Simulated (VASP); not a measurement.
# MgO (Fm-3m) in VASP: notebook

The runs below take MgO through single point, with LDA.

Everything below comes from runs of VASP 6.6.1. Logs are shortened: lines on timing, memory, paths and dates and some standing lists are left out, and cuts for length are marked.

### Step 1. The crystal as given

The structure is cubic, space group Fm-3m (No. 225). The conventional cell has a = 4.194 Å, b = 4.194 Å, c = 4.194 Å, α = 90.00°, β = 90.00°, γ = 90.00°. Mg (site symmetry m-3m) is surrounded by 6 O at 2.10 Å. O (site symmetry m-3m) has 6 Mg at 2.10 Å as nearest neighbours.

The cell is a database's computed one.

### Step 2. Single point, LDA

INCAR reads:

```
PREC = Accurate
ENCUT = 400
EDIFF = 0.01
ISMEAR = 0
SIGMA = 0.05
LREAL = False
LASPH = True
NELM = 100
ALGO = Normal
ISIF = 2
LWAVE = False
LCHARG = False
GGA = CA
NBANDS = 11
ADDGRID = False
```

KPOINTS reads:

```
regular mesh
0
Gamma
  4 4 4
```

POSCAR reads:

```
MgO
1.0
    0.0000000000      2.0970013927      2.0970013927
    2.0970013927      0.0000000000      2.0970013927
    2.0970013927      2.0970013927      0.0000000000
Mg O
1 1
Direct
   -0.0111690000     -0.0083340000      0.0019910000
    0.5083620000      0.4891820000      0.5308490000
```

Potentials or basis: VASP PAW LDA potentials, release 64 (Mg, O).

Run with:

```console
> cat potpaw_LDA.64/Mg/POTCAR potpaw_LDA.64/O/POTCAR > POTCAR
> mpirun -np 1 vasp_std > vasp.out
```

OUTCAR:

```text
PREC = Accurate
   ENCUT = 400
   EDIFF = 0.01
   ISMEAR = 0
   LREAL = False
   LASPH = True
   NELM = 100
   ISIF = 2
   GGA = CA

 Found     36 irreducible k-points:

 Following reciprocal coordinates:
            Coordinates               Weight
  0.000000  0.000000  0.000000      1.000000
  0.250000  0.000000  0.000000      2.000000
  0.000000  0.250000  0.000000      2.000000
  0.000000  0.000000  0.250000      2.000000
  0.250000  0.250000  0.250000      2.000000
  0.500000  0.000000  0.000000      1.000000
   k-points           NKPTS =     36   k-points in BZ     NKDIM =     36   number of bands    NBANDS=     11
   number of dos      NEDOS =    301   number of ions     NIONS =      2
   total plane-waves  NPLWV =   8000
   dimension x,y,z NGX =    20 NGY =   20 NGZ =   20
   dimension x,y,z NGXF=    40 NGYF=   40 NGZF=   40
   ions per type =               1   1
   NGX,Y,Z   is equivalent  to a cutoff of  11.21, 11.21, 11.21 a.u.
   NGXF,Y,Z  is equivalent  to a cutoff of  22.42, 22.42, 22.42 a.u.
 SYSTEM =  unknown system
   PREC   = accura    normal or accurate (medium, high low for compatibility)
   ISTART =      0    job   : 0-new  1-cont  2-samecut
   ICHARG =      2    charge: 1-file 2-atom 10-const
   ISPIN  =      1    spin polarized calculation?
   LNONCOLLINEAR =      F non collinear calculations
   LSORBIT =      F    spin-orbit coupling
   LASPH  =      T    aspherical Exc in radial PAW
   ENCUT  =  400.0 eV  29.40 Ry    5.42 a.u.   4.84  4.84  4.84*2*pi/ulx,y,z
   NELM   =    100;   NELMIN=  2; NELMDL= -5     # of ELM steps
   EDIFF  = 0.1E-01   stopping-criterion for ELM
   LREAL  =      F    real-space projection
   EDIFFG = 0.1E+00   stopping-criterion for IOM
   NSW    =      0    number of steps for IOM
   IBRION =     -1    ionic relax: 0-MD 1-quasi-New 2-CG
   NFREE  =      0    steps in history (QN), initial steepest desc. (CG)
   ISIF   =      2    stress and relaxation
   ISYM   =      2    0-nonsym 1-usesym 2-fastsym
   POTIM  = 0.5000    time-step for ionic-motion
   TEBEG  =    0.0;   TEEND  =   0.0 temperature during run
   PSTRESS=    0.0 pullay stress
   NELECT =       8.0000    total number of electrons
   NUPDOWN=      -1.0000    fix difference up-down
   EMIN   =  10.00;   EMAX   =-10.00  energy-range for DOS
   EFERMI =   0.00;   METHOD = LEGACY
   ISMEAR =     0;   SIGMA  =   0.05  broadening in eV -4-tet -1-fermi 0-gaus
   EFERMI_NEDOS =   21; number of points for ismear=-14 and -15
   IALGO  =     38    algorithm
   IMIX   =      4    mixing-type and parameters
     AMIX     =   0.40;   BMIX     =  1.00
     AMIX_MAG =   1.60;   BMIX_MAG =  1.00
  volume/ion in A,a.u.               =       9.22        62.23
  Fermi-wavevector in a.u.,A,eV,Ry     =   1.239261  2.341864 20.895389  1.535768
  Thomas-Fermi vector in A             =   2.373752
   LORBIT       =      0    0 simple, 1 ext, 2 COOP (PROOUT), +10 PAW based schemes
   GGA     = CA    functional components
   LHFCALC =     F    Hartree Fock is set to
   AEXX    =    0.0000 exact exchange contribution
   IVDW    =     0    specifies the selected vdW correction
   LEPSILON=     F    determine dielectric tensor
   LRPA    =     F    only Hartree local field effects (RPA)
 non-spin polarized calculation
 Gauss-broadening in eV      SIGMA  =   0.05
  energy-cutoff  :      400.00
  volume of cell :       18.44
 maximum number of plane-waves:       344
   NGX =  9   NGY =  9   NGZ =  9

 number of electron       8.0000000 magnetization

 Free energy of the ion-electron system (eV)
  ---------------------------------------------------
  ext. energy  EPLUGINS =         0.00000000
  ---------------------------------------------------
  free energy    TOTEN  =       -13.40837162 eV

  energy without entropy =      -13.40837162  energy(sigma->0) =      -13.40837162

 E-fermi :   3.2855     XC(G=0): -11.6442

 val. band max:        2.9621746973   @ k =   0.0000   0.0000   0.0000
 cond. band min:       7.7357857082   @ k =   0.0000   0.0000   0.0000
 fundamental gap:      4.7736110110
 Fermi energy:         3.2854788439

 k-point     1 :       0.0000    0.0000    0.0000
  band No.  band energies     occupation
      1     -14.0988      2.00000
      2       2.9358      2.00000
      3       2.9501      2.00000
      4       2.9622      2.00000
      5       7.7358      0.00000
      6      18.5851      0.00000
      7      18.6241      0.00000
      8      18.6772      0.00000
      9      22.5961      0.00000
     10      24.3197      0.00000
     11      24.3408      0.00000

 k-point     2 :       0.2500    0.0000    0.0000
  band No.  band energies     occupation
      1     -13.4727      2.00000
      2       0.2421      2.00000
      3       2.5977      2.00000
      4       2.6239      2.00000
      5      10.0509      0.00000
      6      15.3912      0.00000
      7      19.4289      0.00000
      8      19.4838      0.00000
      9      22.9832      0.00000
     10      23.0304      0.00000
     11      24.8659      0.00000

 k-point     3 :       0.0000    0.2500    0.0000
  band No.  band energies     occupation
      1     -13.4728      2.00000
      2       0.2404      2.00000
      3       2.6050      2.00000
      4       2.6234      2.00000
      5      10.0471      0.00000
      6      15.3812      0.00000
      7      19.4365      0.00000
      8      19.4749      0.00000
      9      22.9839      0.00000
     10      23.0425      0.00000
     11      24.8707      0.00000

 k-point     4 :       0.0000    0.0000    0.2500
  band No.  band energies     occupation
      1     -13.4727      2.00000
      2       0.2442      2.00000
      3       2.5917      2.00000
      4       2.6217      2.00000
      5      10.0555      0.00000
      6      15.4033      0.00000
      7      19.4250      0.00000
      8      19.4892      0.00000
      9      22.9818      0.00000
     10      23.0158      0.00000
     11      24.8606      0.00000

 k-point     5 :       0.2500    0.2500    0.2500
  band No.  band energies     occupation
      1     -13.4724      2.00000
      2       0.2503      2.00000
      3       2.5881      2.00000
      4       2.6019      2.00000
      5      10.0686      0.00000
      6      15.4378      0.00000
      7      19.4441      0.00000
      8      19.4750      0.00000
      9      22.9594      0.00000
     10      22.9891      0.00000
     11      24.8477      0.00000

 k-point     6 :       0.5000    0.0000    0.0000
  band No.  band energies     occupation
      1     -12.7216      2.00000
      2      -1.7824      2.00000
      3       2.2775      2.00000
      4       2.3047      2.00000
      5      10.7775      0.00000
      6      15.4428      0.00000
      7      19.0757      0.00000
      8      19.1851      0.00000
      9      23.6761      0.00000
     10      25.3935      0.00000
     11      25.4491      0.00000

 [... further k-points ...]
[... 5 lines left out ...]
  --------------------------------------------------------------------------------------
  -------------------------------------------------------------------------------------
  Total       -0.9630046     -0.6494224     -1.0383678     -0.0391663     -0.0249222     -0.0127410
  in kB      -83.6590227    -56.4172221    -90.2060479     -3.4024942     -2.1650677     -1.1068472
  external PRESSURE =     -76.7607643 kB  Pullay stress =       0.0000000 kB

 VOLUME and BASIS-vectors are now :
 -----------------------------------------------------------------------------
  energy-cutoff  :      400.00
  volume of cell :       18.44
      direct lattice vectors                 reciprocal lattice vectors
     0.000000000  2.097001393  2.097001393    -0.238435702  0.238435702  0.238435702
     2.097001393  0.000000000  2.097001393     0.238435702 -0.238435702  0.238435702
     2.097001393  2.097001393  0.000000000     0.238435702  0.238435702 -0.238435702

 POSITION                                       TOTAL-FORCE (eV/Angst)
 -----------------------------------------------------------------------------------
      2.08370      2.07776      4.15310         0.289416      0.578084      0.183076
      2.13901      2.17923      2.09185        -0.289416     -0.578084     -0.183076
 -----------------------------------------------------------------------------------
    total drift:                               -0.001506     -0.002642     -0.000938

  FREE ENERGIE OF THE ION-ELECTRON SYSTEM (eV)
  ---------------------------------------------------
  free  energy   TOTEN  =       -13.4083716247 eV

  energy  without entropy=      -13.4083716247  energy(sigma->0) =      -13.40837162
```

It took 3.5 s on 1 thread of AMD EPYC 9R45 (Zen 5), shared host; peak memory 0.08 GiB.

The run converged, but some of its settings lie outside the range that counts as converged, so its numbers aren't taken as properties of the crystal.

Results:

| Property | Result |
| --- | --- |
| Free energy | -13.4084 eV |
| Largest force | 0.672 eV/Å |
| Band gap on the k mesh | 4.77 eV, direct |

Caveat: the k mesh is coarse (spacing up to 0.65 Å⁻¹), so the values aren't converged; the cutoff is under 1.25 times the usual one of these potentials, so pressure, stress and relaxed cells hold a basis-set (Pulay) error.

### Step 3. Single point, LDA

INCAR, as its differences from that of step 2:

```diff
@@ -2,3 +2,3 @@
 ENCUT = 400
-EDIFF = 0.01
+EDIFF = 0.001
 ISMEAR = 0
```

KPOINTS is that of step 2.

POSCAR reads:

```
MgO
1.0
    0.0000000000      2.0970013927      2.0970013927
    2.0970013927      0.0000000000      2.0970013927
    2.0970013927      2.0970013927      0.0000000000
Mg O
1 1
Direct
    0.0000000000      0.0000000000      0.0000000000
    0.5000000000      0.5000000000      0.5000000000
```

Potentials or basis: VASP PAW LDA potentials, release 64 (Mg, O).

Run with:

```console
> cat potpaw_LDA.64/Mg/POTCAR potpaw_LDA.64/O/POTCAR > POTCAR
> mpirun -np 1 vasp_std > vasp.out
```

OUTCAR:

```text
PREC = Accurate
   ENCUT = 400
   EDIFF = 0.001
   ISMEAR = 0
   LREAL = False
   LASPH = True
   NELM = 100
   ISIF = 2
   GGA = CA

 Found      8 irreducible k-points:

 Following reciprocal coordinates:
            Coordinates               Weight
  0.000000  0.000000  0.000000      1.000000
  0.250000  0.000000  0.000000      8.000000
  0.500000  0.000000  0.000000      4.000000
  0.250000  0.250000  0.000000      6.000000
  0.500000  0.250000  0.000000     24.000000
 -0.250000  0.250000  0.000000     12.000000
   k-points           NKPTS =      8   k-points in BZ     NKDIM =      8   number of bands    NBANDS=     11
   number of dos      NEDOS =    301   number of ions     NIONS =      2
   total plane-waves  NPLWV =   8000
   dimension x,y,z NGX =    20 NGY =   20 NGZ =   20
   dimension x,y,z NGXF=    40 NGYF=   40 NGZF=   40
   ions per type =               1   1
   NGX,Y,Z   is equivalent  to a cutoff of  11.21, 11.21, 11.21 a.u.
   NGXF,Y,Z  is equivalent  to a cutoff of  22.42, 22.42, 22.42 a.u.
 SYSTEM =  unknown system
   PREC   = accura    normal or accurate (medium, high low for compatibility)
   ISTART =      0    job   : 0-new  1-cont  2-samecut
   ICHARG =      2    charge: 1-file 2-atom 10-const
   ISPIN  =      1    spin polarized calculation?
   LNONCOLLINEAR =      F non collinear calculations
   LSORBIT =      F    spin-orbit coupling
   LASPH  =      T    aspherical Exc in radial PAW
   ENCUT  =  400.0 eV  29.40 Ry    5.42 a.u.   4.84  4.84  4.84*2*pi/ulx,y,z
   NELM   =    100;   NELMIN=  2; NELMDL= -5     # of ELM steps
   EDIFF  = 0.1E-02   stopping-criterion for ELM
   LREAL  =      F    real-space projection
   EDIFFG = 0.1E-01   stopping-criterion for IOM
   NSW    =      0    number of steps for IOM
   IBRION =     -1    ionic relax: 0-MD 1-quasi-New 2-CG
   NFREE  =      0    steps in history (QN), initial steepest desc. (CG)
   ISIF   =      2    stress and relaxation
   ISYM   =      2    0-nonsym 1-usesym 2-fastsym
   POTIM  = 0.5000    time-step for ionic-motion
   TEBEG  =    0.0;   TEEND  =   0.0 temperature during run
   PSTRESS=    0.0 pullay stress
   NELECT =       8.0000    total number of electrons
   NUPDOWN=      -1.0000    fix difference up-down
   EMIN   =  10.00;   EMAX   =-10.00  energy-range for DOS
   EFERMI =   0.00;   METHOD = LEGACY
   ISMEAR =     0;   SIGMA  =   0.05  broadening in eV -4-tet -1-fermi 0-gaus
   EFERMI_NEDOS =   21; number of points for ismear=-14 and -15
   IALGO  =     38    algorithm
   IMIX   =      4    mixing-type and parameters
     AMIX     =   0.40;   BMIX     =  1.00
     AMIX_MAG =   1.60;   BMIX_MAG =  1.00
  volume/ion in A,a.u.               =       9.22        62.23
  Fermi-wavevector in a.u.,A,eV,Ry     =   1.239261  2.341864 20.895389  1.535768
  Thomas-Fermi vector in A             =   2.373752
   LORBIT       =      0    0 simple, 1 ext, 2 COOP (PROOUT), +10 PAW based schemes
   GGA     = CA    functional components
   LHFCALC =     F    Hartree Fock is set to
   AEXX    =    0.0000 exact exchange contribution
   IVDW    =     0    specifies the selected vdW correction
   LEPSILON=     F    determine dielectric tensor
   LRPA    =     F    only Hartree local field effects (RPA)
 non-spin polarized calculation
 Gauss-broadening in eV      SIGMA  =   0.05
  energy-cutoff  :      400.00
  volume of cell :       18.44
 maximum number of plane-waves:       344
   NGX =  9   NGY =  9   NGZ =  9

 number of electron       7.9999991 magnetization

 Free energy of the ion-electron system (eV)
  ---------------------------------------------------
  ext. energy  EPLUGINS =         0.00000000
  ---------------------------------------------------
  free energy    TOTEN  =       -13.44834107 eV

  energy without entropy =      -13.44834107  energy(sigma->0) =      -13.44834107

 E-fermi :   3.3059     XC(G=0): -11.6491

 val. band max:        2.9704434982   @ k =   0.0000   0.0000   0.0000
 cond. band min:       7.7559703368   @ k =   0.0000   0.0000   0.0000
 fundamental gap:      4.7855268386
 Fermi energy:         3.3059120242

 k-point     1 :       0.0000    0.0000    0.0000
  band No.  band energies     occupation
      1     -14.0918      2.00000
      2       2.9704      2.00000
      3       2.9704      2.00000
      4       2.9704      2.00000
      5       7.7560      0.00000
      6      18.5817      0.00000
      7      18.5817      0.00000
      8      18.5817      0.00000
      9      22.6338      0.00000
     10      24.3031      0.00000
     11      24.3031      0.00000
[... 57 lines left out ...]
 k-point     6 :      -0.2500    0.2500    0.0000
  band No.  band energies     occupation
      1     -12.7902      2.00000
      2      -0.6190      2.00000
      3       0.9043      2.00000
      4       2.2923      2.00000
      5      12.4288      0.00000
      6      14.6544      0.00000
      7      16.8670      0.00000
      8      20.3303      0.00000
      9      22.7922      0.00000
     10      23.8310      0.00000
     11      28.5557      0.00000

 [... further k-points ...]
[... 5 lines left out ...]
  --------------------------------------------------------------------------------------
  -------------------------------------------------------------------------------------
  Total       -1.0386132     -1.0386132     -1.0386132     -0.0000000     -0.0000000      0.0000000
  in kB      -90.2273634    -90.2273634    -90.2273634     -0.0000000     -0.0000000      0.0000000
  external PRESSURE =     -90.2273634 kB  Pullay stress =       0.0000000 kB

 VOLUME and BASIS-vectors are now :
 -----------------------------------------------------------------------------
  energy-cutoff  :      400.00
  volume of cell :       18.44
      direct lattice vectors                 reciprocal lattice vectors
     0.000000000  2.097001393  2.097001393    -0.238435702  0.238435702  0.238435702
     2.097001393  0.000000000  2.097001393     0.238435702 -0.238435702  0.238435702
     2.097001393  2.097001393  0.000000000     0.238435702  0.238435702 -0.238435702

 POSITION                                       TOTAL-FORCE (eV/Angst)
 -----------------------------------------------------------------------------------
      0.00000      0.00000      0.00000        -0.000000      0.000000     -0.000000
      2.09700      2.09700      2.09700         0.000000     -0.000000      0.000000
 -----------------------------------------------------------------------------------
    total drift:                                0.000000      0.000000      0.000000

  FREE ENERGIE OF THE ION-ELECTRON SYSTEM (eV)
  ---------------------------------------------------
  free  energy   TOTEN  =       -13.4483410719 eV

  energy  without entropy=      -13.4483410719  energy(sigma->0) =      -13.44834107
```

OSZICAR:

```text
N       E                     dE             d eps       ncg     rms          rms(c)
DAV:   1     0.771341946445E+01    0.77134E+01   -0.40917E+03   208   0.520E+02
DAV:   2    -0.145868909283E+02   -0.22300E+02   -0.21976E+02   208   0.119E+02
DAV:   3    -0.150009404684E+02   -0.41405E+00   -0.41390E+00   209   0.144E+01
DAV:   4    -0.150017392153E+02   -0.79875E-03   -0.79874E-03   194   0.736E-01
DAV:   5    -0.150017414585E+02   -0.22432E-05   -0.22431E-05   132   0.367E-02    0.694E+00
DAV:   6    -0.135129830200E+02    0.14888E+01   -0.82674E+00   188   0.154E+01    0.222E+00
DAV:   7    -0.134732942089E+02    0.39689E-01   -0.50820E-02   182   0.192E+00    0.131E+00
DAV:   8    -0.134486673742E+02    0.24627E-01   -0.29252E-02   182   0.171E+00    0.221E-01
DAV:   9    -0.134483410719E+02    0.32630E-03   -0.38184E-04   103   0.137E-01
   1 F= -.13448341E+02 E0= -.13448341E+02  d E =-.371463E-22
```

stdout:

```text
POSCAR found type information on POSCAR MgO
 POSCAR found :  2 types and       2 ions
 scaLAPACK will be used
 LDA part: xc-table for (Slater(with rela. corr.)+CA(PZ))
 , standard interpolation
 POSCAR, INCAR and KPOINTS ok, starting setup
 FFT: planning ... GRIDC
 FFT: planning ... GRID_SOFT
 FFT: planning ... GRID
 WAVECAR not read
 entering main loop
```

Run time: 1.9 s. Hardware: 1 thread of AMD EPYC 9R45 (Zen 5), shared host; peak memory 0.08 GiB.

These settings aren't checked as converged: the numbers below hold their error.

Results:

```
Free energy            : -13.4483 eV
Band gap on the k mesh : 4.79 eV, direct
```

Caveat: the k mesh is coarse (spacing up to 0.65 Å⁻¹), so the values aren't converged; the cutoff is under 1.25 times the usual one of these potentials, so pressure, stress and relaxed cells hold a basis-set (Pulay) error.

(Continued in part 2 of 2.)
